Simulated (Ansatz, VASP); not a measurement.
## Two plane-wave programs on La

The input INCAR:

```
SYSTEM = La
  PREC = Accurate
  ENCUT = 520
  EDIFF = 1E-7
  ISMEAR = -1
  SIGMA = 0.1
  LREAL = .FALSE.
  LASPH = .TRUE.
  NELM = 100
  ALGO = Normal
  ISIF = 2
  LWAVE = .FALSE.
  LCHARG = .TRUE.
  GGA = PS
  LELF = .TRUE.
  LVHAR = .TRUE.
  NBANDS = 12
```

KPOINTS

```
regular mesh
0
G
  11 11 11
  0 0 0
```

The input POSCAR:

```
La
1.0
    3.1786013858      0.0000000000      0.0000000000
    0.0000000000      3.1786013858      0.0000000000
    0.0000000000      0.0000000000      3.1786013858
La
1
Direct
    0.0000000000      0.0000000000      0.0000000000
```

Input for Ansatz:

```yaml
crystal:
  lattice:
    - [3.1786013858, 0.0, 0.0]
    - [0.0, 3.1786013858, 0.0]
    - [0.0, 0.0, 3.1786013858]
  atoms:
    - { symbol: La, position: [0.0, 0.0, 0.0] }
hamiltonian:
  xc: pbesol
  pseudopotentials:
    kind: paw
    azcp:
      La: "pseudopotentials/La.paw.azcp"
basis:
  ecutwfc: 420
  fft_grid_basis: typed
kpoints:
  mp_grid: { grid: [11, 11, 11], shift: [0, 0, 0] }
magnetization:
  spin_polarized: false
scf:
  occupations: { method: fermi_dirac, width: 0.1 }
  lower_state_search: "off"
output:
  stress: true
```

Alike in both runs: task single point; functional PBEsol; k mesh 11 × 11 × 11; occupations fermi-dirac, width 0.1 eV; no spin polarisation.

|  | VASP | Ansatz |
| --- | --- | --- |
| version | VASP 6.6.1 | Ansatz 0.2.0 |
| potentials or method | VASP PAW PBE potentials, release 64 (La) | plane waves (420 eV) with PAW, scalar-relativistic |
| plane-wave cutoff (eV) | 520 | 420 |
| valence electrons in the cell | 11 | 11 |

```csv
,VASP,Ansatz,Ansatz less VASP
pressure (GPa),1.3,1.1,-0.14
```

Ansatz warned: «pseudo_functional_mismatch».

Caveats: the PAW data sets were made with another functional, which shifts forces and pressure a little (VASP). Spin-orbit coupling is left out, which matters for the levels of La.
